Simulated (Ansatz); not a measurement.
# Contact densities of MoP against volume

```
Mo P
1.0
     3.22300    0.00000    0.00000
    -1.61150    2.79120    0.00000
     0.00000    0.00000    3.19100
Mo P
1 1
Direct
  0.00000 0.00000 0.00000
  0.33333 0.66667 0.50000
```

Atom numbers follow the list: Mo1, P2.

The conventional cell has a = 3.223 Å, b = 3.223 Å, c = 3.191 Å, α = 90.00°, β = 90.00°, γ = 120.00°. Mo (atom 1) is surrounded by 6 P at 2.45 Å. P (atom 2) is surrounded by 6 Mo at 2.45 Å.

The cell is COD entry 1539074, as deposited and not checked against the literature; nothing was relaxed.

Spin polarisation is left out, and whether a magnetic state lies lower isn't shown here.

All numbers below come from Ansatz 0.2.0, DFT, PBE, all-electron PAW with datasets made for the crystal, scalar-relativistic.

Numerical set-up: a Γ-centred 15×15×13 k mesh, Fermi–Dirac smearing of 0.08 eV, cutoff 300 eV (chosen by the program for this cell), no spin polarisation.

The contact density is the mean electron density over the nuclear volume; its changes follow the s electrons' response to bonding and compression. Changes below are taken from the unscaled cell, where it is 595300 e/Å³ at Mo1, 16030.9 e/Å³ at P2.

| V/V(cell) | P (GPa) | Δρ(0) Mo1 (e/Å³) | Δρ(0) P2 (e/Å³) |
| --- | --- | --- | --- |
| 0.9600 | 13.3 | ? | -0.21 |
| 1.0000 | 2.8 | 0.00 | 0.00 |
| 1.0400 | -5.7 | ? | ? |

Problem. What belongs in the row "1.0400", column "Δρ(0) Mo1 (e/Å³)"?

Solution. -1.45.

Problem. Fill in "Δρ(0) P2 (e/Å³)" for the row "1.0400".

Solution. 0.25.

Problem. Fill in "Δρ(0) Mo1 (e/Å³)" for the row "0.9600".

Solution. 1.52.

The datasets are made afresh for each cell, so very small changes are uncertain.
